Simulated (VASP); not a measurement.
A run of VASP 6.6.1:

INCAR

```
SYSTEM = BAs
  ALGO = Normal
  EDIFF = 1E-6
  ENCUT = 520
  GGA = PE
  ISIF = 2
  ISMEAR = 0
  LASPH = .True.
  LCHARG = .True.
  LELF = .True.
  LREAL = .False.
  LWAVE = .False.
  NELM = 100
  PREC = Accurate
  SIGMA = 0.02
```

Contents of KPOINTS:

```
k-points
0
Gamma
  9 9 9
  0 0 0
```

Contents of POSCAR:

```
BAs
1.0
    2.9343700000      0.0000000000      0.0000000000
    0.0000000000      2.9343700000      0.0000000000
    0.0000000000      0.0000000000      2.9343700000
B As
1 1
Direct
    0.5000000000      0.5000000000      0.5000000000
    0.0000000000      0.0000000000      0.0000000000
```

Potentials or basis: VASP PAW PBE potentials, release 64 (B, As).

Command:

```console
$ cat potpaw_PBE.64/B/POTCAR potpaw_PBE.64/As/POTCAR > POTCAR
$ mpirun -np 1 vasp_std > vasp.out
```

Hardware: 1 thread of Intel(R) Xeon(R) 6975P-C (Granite Rapids) (shared host).

Estimate the wall time of this run.

Run time: 2.8 s on 1 thread of Intel(R) Xeon(R) 6975P-C (Granite Rapids), with other jobs on the host, peak memory 0.14 GiB. Counts: scf iterations 11, k points 35.
